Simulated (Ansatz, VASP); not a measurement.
**Ca: VASP beside Ansatz**

INCAR

```
  PREC = Accurate
  ENCUT = 520
  EDIFF = 1E-7
  ISMEAR = -1
  SIGMA = 0.05
  LREAL = F
  LASPH = T
  NELM = 60
  ALGO = Normal
  ISIF = 2
  LWAVE = F
  LCHARG = F
  GGA = CA
  NBANDS = 11
```

KPOINTS

```
Automatic mesh
0
Gamma
  16 16 16
```

Contents of POSCAR:

```
Ca
1.0
    0.0000000000      2.6697303331      2.6697303331
    2.6697303331      0.0000000000      2.6697303331
    2.6697303331      2.6697303331      0.0000000000
Ca
1
Direct
    0.0000000000      0.0000000000      0.0000000000
```

Input for Ansatz:

```yaml
crystal:
  lattice:
    - [0.0, 2.6697303331, 2.6697303331]
    - [2.6697303331, 0.0, 2.6697303331]
    - [2.6697303331, 2.6697303331, 0.0]
  atoms:
    - { symbol: Ca, position: [0.0, 0.0, 0.0] }
kpoints:
  mp_grid: { grid: [16, 16, 16] }
scf:
  occupations: { method: fermi_dirac, width: 0.05 }
hamiltonian:
  xc: lda
  pseudopotentials: { kind: all_electron, lapw: { basis_error: 0.0005 } }
output:
  forces: true
  stress: true
  eigenvalues: true
```

Alike in both runs: task single point; functional LDA; k mesh 16 × 16 × 16; occupations fermi-dirac, width 0.05 eV; no spin polarisation.

|  | VASP | Ansatz |
| --- | --- | --- |
| version | VASP 6.6.1 | Ansatz 0.2.0 |
| potentials or method | VASP PAW LDA potentials, release 64 (Ca_sv) | all-electron LAPW, scalar-relativistic |
| plane-wave cutoff (eV) | 520 | see its input |

```csv
,VASP,Ansatz,Ansatz less VASP
pressure (GPa),0.0,0.0,-0.01
```

Ansatz ran all-electron here, so the differences hold the error of VASP's frozen core and of both bases.
